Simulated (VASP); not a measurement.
# GaSe (P6_3/mmc) in VASP: settings compared, part 2 of 3

VASP 6.6.1.

## 3. Relaxation of cell and atoms, PBE

This run uses another cell than the first one, of 24.13 Å³/atom, 0.981 times its volume.

INCAR reads:

```
ALGO = Normal
EDIFF = 1E-6
EDIFFG = -0.01
ENCUT = 600
GGA = PE
IBRION = 2
ISIF = 3
ISMEAR = 0
KPAR = 2
LASPH = T
LCHARG = F
LREAL = F
LWAVE = F
NELM = 80
NSW = 90
PREC = Accurate
SIGMA = 0.03
```

KPOINTS reads:

```
k-points
0
Gamma
  12 12 2
```

POSCAR reads:

```
GaSe
1.0
    3.7420000000      0.0000000000      0.0000000000
   -1.8710000000      3.2406670610      0.0000000000
    0.0000000000      0.0000000000     15.9190000000
Ga Se
4 4
Direct
    0.3333333333      0.6666666667      0.1770000000
    0.6666666667      0.3333333333      0.6770000000
    0.3333333333      0.6666666667      0.3230000000
    0.6666666667      0.3333333333      0.8230000000
    0.3333333333      0.6666666667      0.6000000000
    0.6666666667      0.3333333333      0.1000000000
    0.3333333333      0.6666666667      0.9000000000
    0.6666666667      0.3333333333      0.4000000000
```

Potentials or basis: VASP PAW PBE potentials, release 64 (Ga_d, Se).

The run is started by

```sh
$ cat potpaw_PBE.64/Ga_d/POTCAR potpaw_PBE.64/Se/POTCAR > POTCAR
$ mpirun -np 2 vasp_std > vasp.out
```

OUTCAR:

```text
EDIFF = 1E-6
   EDIFFG = -0.01
   ENCUT = 600
   GGA = PE
   IBRION = 2
   ISIF = 3
   ISMEAR = 0
   LASPH = T
   LREAL = F
   NELM = 80
   NSW = 90
   PREC = Accurate

 ion  position               nearest neighbor table
   1  0.333  0.667  0.177-   3 2.32   6 2.48   6 2.48   6 2.48
   2  0.667  0.333  0.677-   4 2.32   5 2.48   5 2.48   5 2.48
   3  0.333  0.667  0.323-   1 2.32   8 2.48   8 2.48   8 2.48
   4  0.667  0.333  0.823-   2 2.32   7 2.48   7 2.48   7 2.48
   5  0.333  0.667  0.600-   2 2.48   2 2.48   2 2.48
   6  0.667  0.333  0.100-   1 2.48   1 2.48   1 2.48
   7  0.333  0.667  0.900-   4 2.48   4 2.48   4 2.48
   8  0.667  0.333  0.400-   3 2.48   3 2.48   3 2.48

  LATTYP: Found a hexagonal cell.
 ALAT       =     3.7420000000
 C/A-ratio  =     4.2541421700

  Lattice vectors:

 A1 = (   3.7420000000,   0.0000000000,   0.0000000000)
 A2 = (  -1.8710000000,   3.2406670610,   0.0000000000)
 A3 = (   0.0000000000,   0.0000000000,  15.9190000000)

Analysis of symmetry for initial positions (statically):
=====================================================================
 Subroutine PRICEL returns:
 Original cell was already a primitive cell.

 Routine SETGRP: Setting up the symmetry group for a
 hexagonal supercell.

 Subroutine GETGRP returns: Found 24 space group operations
 (whereof 12 operations were pure point group operations)
 out of a pool of 24 trial point group operations.

The static configuration has the point symmetry D_3d.
 The point group associated with its full space group is D_6h.

Analysis of symmetry for dynamics (positions and initial velocities):
=====================================================================
 Subroutine PRICEL returns:
 Original cell was already a primitive cell.

 Routine SETGRP: Setting up the symmetry group for a
 hexagonal supercell.

 Subroutine GETGRP returns: Found 24 space group operations
 (whereof 12 operations were pure point group operations)
 out of a pool of 24 trial point group operations.

The dynamic configuration has the point symmetry D_3d.
 The point group associated with its full space group is D_6h.

 Subroutine INISYM returns: Found 24 space group operations
 (whereof 12 operations are pure point group operations),
 and found     1 'primitive' translations

----------------------------------------------------------------------------------------

                                     Primitive cell

  volume of cell :     193.0430

  direct lattice vectors                    reciprocal lattice vectors
     3.742000000  0.000000000  0.000000000     0.267236772  0.154289222  0.000000000
    -1.871000000  3.240667061  0.000000000     0.000000000  0.308578444  0.000000000
     0.000000000  0.000000000 15.919000000     0.000000000  0.000000000  0.062818016

  length of vectors
     3.742000000  3.742000000 15.919000000     0.308578444  0.308578444  0.062818016

  position of ions in fractional coordinates (direct lattice)
     0.333333333  0.666666667  0.177000000
     0.666666667  0.333333333  0.677000000
     0.333333333  0.666666667  0.323000000
     0.666666667  0.333333333  0.823000000
     0.333333333  0.666666667  0.600000000
[... 75 lines left out ...]
   NGXF,Y,Z  is equivalent  to a cutoff of  26.66, 26.66, 26.73 a.u.
 SYSTEM =  unknown system
   PREC   = accura    normal or accurate (medium, high low for compatibility)
   ISTART =      0    job   : 0-new  1-cont  2-samecut
   ICHARG =      2    charge: 1-file 2-atom 10-const
   ISPIN  =      1    spin polarized calculation?
   LNONCOLLINEAR =      F non collinear calculations
   LSORBIT =      F    spin-orbit coupling
   LASPH  =      T    aspherical Exc in radial PAW
   ENCUT  =  600.0 eV  44.10 Ry    6.64 a.u.   7.47  7.47 31.79*2*pi/ulx,y,z
   NELM   =     80;   NELMIN=  2; NELMDL= -5     # of ELM steps
   EDIFF  = 0.1E-05   stopping-criterion for ELM
   LREAL  =      F    real-space projection
   EDIFFG = -.1E-01   stopping-criterion for IOM
   NSW    =     90    number of steps for IOM
   IBRION =      2    ionic relax: 0-MD 1-quasi-New 2-CG
   NFREE  =      1    steps in history (QN), initial steepest desc. (CG)
   ISIF   =      3    stress and relaxation
   ISYM   =      2    0-nonsym 1-usesym 2-fastsym
   POTIM  = 0.5000    time-step for ionic-motion
   TEBEG  =    0.0;   TEEND  =   0.0 temperature during run
   PSTRESS=    0.0 pullay stress
   NELECT =      76.0000    total number of electrons
   NUPDOWN=      -1.0000    fix difference up-down
   EMIN   =  10.00;   EMAX   =-10.00  energy-range for DOS
   EFERMI =   0.00;   METHOD = LEGACY
   ISMEAR =     0;   SIGMA  =   0.03  broadening in eV -4-tet -1-fermi 0-gaus
   EFERMI_NEDOS =   21; number of points for ismear=-14 and -15
   IALGO  =     38    algorithm
   IMIX   =      4    mixing-type and parameters
     AMIX     =   0.40;   BMIX     =  1.00
     AMIX_MAG =   1.60;   BMIX_MAG =  1.00
  volume/ion in A,a.u.               =      24.13       162.84
  Fermi-wavevector in a.u.,A,eV,Ry     =   1.199853  2.267393 19.587589  1.439647
  Thomas-Fermi vector in A             =   2.335705
   LORBIT       =      0    0 simple, 1 ext, 2 COOP (PROOUT), +10 PAW based schemes
   GGA     = PE    functional components
   LHFCALC =     F    Hartree Fock is set to
   AEXX    =    0.0000 exact exchange contribution
   IVDW    =     0    specifies the selected vdW correction
   LEPSILON=     F    determine dielectric tensor
   LRPA    =     F    only Hartree local field effects (RPA)
 conjugate gradient relaxation of ions
 non-spin polarized calculation
 Gauss-broadening in eV      SIGMA  =   0.03
  energy-cutoff  :      600.00
  volume of cell :      193.04
 maximum number of plane-waves:      6492
 NGX is ok and might be reduce to    30
   NGX = 15   NGY = 15   NGZ = 63

--------------------------------------- Ionic step        1  -------------------------------------------

 number of electron      76.0000020 magnetization

 Free energy of the ion-electron system (eV)
  ---------------------------------------------------
  ext. energy  EPLUGINS =         0.00000000
  ---------------------------------------------------
  free energy    TOTEN  =       -30.05497852 eV

  energy without entropy =      -30.05497852  energy(sigma->0) =      -30.05497852

------------------------ aborting loop because EDIFF is reached ----------------------------------------

  FORCE on cell =-STRESS in cart. coord.  units (eV):
  Direction    XX          YY          ZZ          XY          YZ          ZX
  --------------------------------------------------------------------------------------
  -------------------------------------------------------------------------------------
  Total        2.5804898      2.5804898      6.0210662      0.0000000      0.0000000      0.0000000
  in kB       21.4170058     21.4170058     49.9723762      0.0000000      0.0000000      0.0000000
  external PRESSURE =      30.9354626 kB  Pullay stress =       0.0000000 kB
[... 107 lines left out ...]
  FREE ENERGIE OF THE ION-ELECTRON SYSTEM (eV)
  ---------------------------------------------------
  free  energy   TOTEN  =       -30.2849467336 eV

  energy  without entropy=      -30.2849467336  energy(sigma->0) =      -30.28494673

[... ionic steps 4 to 11 ...]

--------------------------------------- Ionic step       12  -------------------------------------------

 number of electron      75.9999929 magnetization

------------------------ aborting loop because EDIFF is reached ----------------------------------------
[... 79 lines left out ...]
--------------------------------------- Ionic step       14  -------------------------------------------

 number of electron      76.0000015 magnetization

 Free energy of the ion-electron system (eV)
  ---------------------------------------------------
  ext. energy  EPLUGINS =         0.00000000
  ---------------------------------------------------
  free energy    TOTEN  =       -30.36340904 eV

  energy without entropy =      -30.36340904  energy(sigma->0) =      -30.36340904

 E-fermi :   1.8889     XC(G=0):  -8.3931

 val. band max:        1.7481549440   @ k =   0.0833   0.0000   0.0000
 cond. band min:       3.0403421131   @ k =   0.0000   0.0000   0.0000
 fundamental gap:      1.2921871691
 Fermi energy:         1.8889138002

 k-point     1 :       0.0000    0.0000    0.0000
  band No.  band energies     occupation
      1     -12.9062      2.00000
      2     -12.9061      2.00000
      3     -12.7948      2.00000
      4     -12.7948      2.00000
      5     -12.7947      2.00000
      6     -12.7947      2.00000
[... 1141 lines left out ...]
     44       6.2421      0.00000
     45       6.4179      0.00000

 [... further k-points ...]
[... 5 lines left out ...]
  --------------------------------------------------------------------------------------
  -------------------------------------------------------------------------------------
  Total       -0.0038997     -0.0038997      0.0013072      0.0000000     -0.0000000      0.0000000
  in kB       -0.0274098     -0.0274098      0.0091877      0.0000000     -0.0000000      0.0000000
  external PRESSURE =      -0.0152106 kB  Pullay stress =       0.0000000 kB
[... 23 lines left out ...]
  FREE ENERGIE OF THE ION-ELECTRON SYSTEM (eV)
  ---------------------------------------------------
  free  energy   TOTEN  =       -30.3634090357 eV

  energy  without entropy=      -30.3634090357  energy(sigma->0) =      -30.36340904

 reached required accuracy - stopping structural energy minimisation
```

Run time: 33 min. Hardware: 2 MPI ranks of Intel Xeon Platinum 8488C (Sapphire Rapids), shared host; peak memory 0.55 GiB.

Results:

- Free energy: -30.3634 eV
- Relaxed volume: 28.49 Å³/atom
- Relaxed cell: a = 3.817 Å, b = 3.817 Å, c = 18.067 Å, α = 90.00°, β = 90.00°, γ = 120.00°
- Space group after relaxing (to 0.05 Å): P6_3/mmc (No. 194)
- Energy gained by relaxing: 38.6 meV/atom
- Ionic steps: 14
- Pressure after relaxing: 0.0 GPa
- Largest force after relaxing: 0.004 eV/Å
- Band gap on the k mesh: 1.29 eV, indirect (least direct gap 1.31 eV)

Forces on the atoms (eV/Å):
```
Ga   0.000  0.000 -0.001
Ga   0.000  0.000 -0.001
Ga   0.000  0.000  0.001
Ga   0.000  0.000  0.001
Se   0.000  0.000 -0.004
Se   0.000  0.000 -0.004
Se   0.000  0.000  0.004
Se   0.000  0.000  0.004
```

Step by step:
```tsv
step	energy change (eV)	largest force (eV/Å)	pressure (GPa)	volume (Å³)
1	0.0000	1.2280	3.09	193.04
2	-0.2224	0.2384	-0.13	206.33
3	-0.2300	0.2077	0.29	204.05
4	-0.2443	0.1818	0.00	205.82
5	-0.2497	0.1545	-0.28	207.73
6	-0.2553	0.0989	0.22	207.05
7	-0.2554	0.1100	0.26	206.97
8	-0.2618	0.1022	0.20	207.84
9	-0.2776	0.0765	0.18	210.46
10	-0.2967	0.0218	0.11	215.68
11	-0.3057	0.1118	0.26	226.06
12	-0.2505	0.4054	-1.08	237.96
13	-0.3084	0.0122	-0.03	228.20
14	-0.3084	0.0039	0.00	227.95
```

Final structure:
```xyz
8
Lattice="3.8169 0.0000 0.0000 -1.9084 3.3055 0.0000 0.0000 0.0000 18.0668" Properties=species:S:1:pos:R:3 pbc="T T T"
Ga    0.0000    2.2037    3.2822
Ga    1.9084    1.1018   12.3156
Ga    0.0000    2.2037    5.7512
Ga    1.9084    1.1018   14.7846
Se    0.0000    2.2037   11.1420
Se    1.9084    1.1018    2.1086
Se    0.0000    2.2037   15.9582
Se    1.9084    1.1018    6.9248
```

Levels at points of the mesh, in eV from the valence-band top:
```
           k point  band 34  band 35  band 36  band 37  band 38  band 39  band 40  band 41  band 42  band 43
(0.00, 0.00, 0.00)    -0.80    -0.78    -0.78    -0.70    -0.02     1.29     1.80     2.52     2.53     4.37
(0.50, 0.00, 0.00)    -1.95    -1.92    -1.87    -1.61    -1.48     1.74     1.95     2.01     2.14     4.06
(0.00, 0.00, 0.50)    -0.79    -0.79    -0.79    -0.39    -0.39     1.58     1.58     2.52     2.52     4.38
(0.50, 0.00, 0.50)    -1.95    -1.94    -1.94    -1.54    -1.54     1.86     1.86     2.05     2.05     4.06
```

Caveat: the volume moved by over 15 % at a fixed basis, so the end points are rough; this functional lacks dispersion, which binds the layers, so the pressure and a relaxed spacing across them are unreliable, and here the layers came unbound; the volume moved by +18 % from the deposited cell, more than functionals usually miss. Zero-point motion and thermal expansion aren't in these numbers.

[end of part 2 of 3]
